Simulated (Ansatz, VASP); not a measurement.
SnSe2 in VASP and in Ansatz

```
Sn Se
1.0
     3.63334    0.00000    0.00000
    -1.81667    3.14657    0.00000
     0.00000    0.00000    5.34496
Sn Se
1 2
Direct
  0.00000 0.00000 0.00000
  0.33333 0.66667 0.29251
  0.66667 0.33333 0.70749
```

Alike in both runs: functional r2SCAN; dispersion rVV10; k mesh 15 × 15 × 9; occupations gaussian, width 0.03 eV; no spin polarisation.

Ansatz relaxed the structure, and its values are those at the end. VASP's run is a single point on that final structure, the one shown.

```csv
,VASP,Ansatz
version,VASP 6.6.1,Ansatz 0.2.0
potentials or method,"VASP PAW PBE potentials, release 64 (Sn_d, Se)","scalar-relativistic, plane waves, PAW"
plane-wave cutoff (eV),520,500
valence electrons in the cell,26,46
```

```tsv
	VASP	Ansatz	Ansatz less VASP
gap on the k mesh at the Fermi level (eV)	none	none	-
pressure (GPa)	18.8	18.4	-0.44
rms of the force components (eV/Å)	0.016	0.000	-0.0162
```

A gap of «none» marks a metal or a gap that the smearing closes. The two sets of potentials don't hold the same shells in valence.

Caveats: so large a pressure means that the cell lies far from this level's equilibrium, or that cutoff or potentials fall short (VASP); the potentials were made for another functional, which shifts forces and pressure (VASP).
